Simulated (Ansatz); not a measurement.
Runs of Ansatz 0.2.0 on TiTe2. The structure is trigonal, space group P-3m1 (No. 164). The conventional cell has a = 3.777 Å, b = 3.777 Å, c = 6.498 Å, α = 90.00°, β = 90.00°, γ = 120.00°. Around Te (site symmetry 3m) lie 3 Ti at 2.77 Å. Ti (site symmetry -3m) has 6 Te at 2.77 Å as nearest neighbours. 

| task | level | potentials or basis | U | cell | k mesh | cutoff (eV) | hubbard projectors | double counting | atoms under strain | gap on the mesh (eV) | pressure (GPa) | relaxed volume (Å³/atom) |
| --- | --- | --- | --- | --- | --- | --- | --- | --- | --- | --- | --- | --- |
| phonons | LDA | Ansatz PAW | - | as given | 7 × 7 × 4 | 420 | - | - | - | none | - | - |
| relaxation of cell and atoms | SVWN5 | Ansatz PAW | - | relaxed | 8 × 8 × 4 | 420 | - | - | - | - | 0.0 | 24.57 |
| relaxation of cell and atoms | PBEsol+U | Ansatz PAW | Ti d U = 7 eV | relaxed | 8 × 8 × 4 | 420 | ortho-atomic (the default) | fll (the default) | - | - | 0.0 | (a) |
| relaxation of cell and atoms | BLYP | Ansatz PAW | - | relaxed | 8 × 8 × 4 | 420 | - | - | - | none | 0.0 | 44.01 |
| elastic constants | r2SCAN | Ansatz PAW | - | as given | 7 × 7 × 4 | 500 | - | - | relaxed | none | 1.6 | - |

Alike in all rows: no spin polarisation; smearing fermi-dirac 0.05 eV.

Problem. Fill in the values left out.

Solution. (a) 30.23.

Caveats: the PAW data sets come from PBE, with cores solved anew for the run's functional, which leaves a small shift of forces and pressure; the plane-wave basis is chosen anew once the cell has moved, so the energies of steps on either side of that aren't comparable (some runs); this functional lacks dispersion, which binds the layers, so the pressure and a relaxed spacing across them are unreliable (some runs); the volume moved by +13 % from the deposited cell, more than functionals usually miss (some runs); the U is typed as a test and isn't derived for this compound (some runs); the volume moved by over 15 % at a fixed basis, so the end points are rough (some runs); this functional lacks dispersion, which binds the layers, so the pressure and a relaxed spacing across them are unreliable, and here the layers came unbound (some runs).

A k mesh can miss the band edges, and the runs leave out spin-orbit coupling on Te.

A gap of «none» marks a metal or a gap under the smearing width.

Runs at the PBE level aren't shown here.
